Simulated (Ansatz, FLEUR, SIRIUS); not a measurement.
## Co: programs and potentials compared

```
Co
1.0
     2.47056    0.00000    0.00000
    -1.23528    2.13957    0.00000
     0.00000    0.00000    8.08823
Co
4
Direct
  0.66667 0.33333 0.75000
  0.00000 0.00000 0.50000
  0.33333 0.66667 0.25000
  0.00000 0.00000 0.00000
```

Alike in all runs: task band structure; functional PBE; k mesh 12 × 12 × 4; occupations fermi-dirac, width 0.05 eV; collinear spin, ferromagnetic start; no spin-orbit coupling. Pressure is positive in compression and, in plane waves, holds the error of the finite cutoff, which Ansatz's Pulay term estimates and takes out.

| program and potentials | plane-wave cutoff (eV) | notes | pressure (GPa) | net moment per atom (μB) |
| --- | --- | --- | --- | --- |
| FLEUR, all-electron, FLAPW | - | - | - | 1.65 |
| SIRIUS, all-electron FP-LAPW (Koelling-Harmon valence), apw+lo standard | - | - | - | 1.64 |
| Ansatz, all-electron LAPW, scalar-relativistic | - | - | 4.59 | 1.65 |
| Ansatz, PseudoDojo standard (PBE files) | 1306 | Pulay term of +0.08 GPa included | 5.01 | 1.67 |
| Ansatz, PseudoDojo stringent (PBE files) | 1415 | Pulay term of +0.13 GPa included | 4.74 | 1.66 |
| Ansatz, JTH PAW | 1320 | Pulay term of +0.07 GPa included | 4.97 | 1.65 |

The pressure spans 4.59 (Ansatz, all-electron LAPW, scalar-relativistic) to 5.01 GPa (Ansatz, PseudoDojo standard (PBE files)), with all-electron results at 4.59. The net moment per atom spans 1.64 (SIRIUS, all-electron FP-LAPW (Koelling-Harmon valence), apw+lo standard) to 1.67 μB (Ansatz, PseudoDojo standard (PBE files)), with all-electron results at 1.64 to 1.65. The state is the one that the start led to, which needn't be the lowest.

Differences between rows come from potentials, basis sets and numerical settings, since the functional is the same but for its coding. Runs on potential files found faulty are left out.
